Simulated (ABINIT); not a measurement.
The system is Ru.

```
Ru
1.0
     2.70580    0.00000    0.00000
    -1.35290    2.34329    0.00000
     0.00000    0.00000    4.28190
Ru
2
Direct
  0.66667 0.33333 0.75000
  0.33333 0.66667 0.25000
```

Base run:

```yaml
Program: ABINIT 10.8.3 (patched build)
Functional: rPW86PBE
Potentials_or_basis: JTH PAW PBE v2.0
Cutoff: 408 eV
k_mesh: 11 × 11 × 6
Occupations: fermi-dirac, width 0.05 eV
Spin: no spin polarisation
```

Its results: band gap on the k mesh none (metal or under the smearing width); pressure 19.4 GPa.

Problem. The run is repeated on the same cell with these changes: functional from rPW86PBE to RPBE. What comes out?

Solution. Band gap on the k mesh none (metal or under the smearing width); pressure 8.4 GPa.

Caveats: so large a pressure means that the cell lies far from this level's equilibrium, or that cutoff or potentials fall short (some runs); the potentials were made for another functional, which shifts forces and pressure (some runs); the PAW data sets were made with another functional, which shifts forces and pressure a little (some runs).

Not every run made on this cell is shown here.
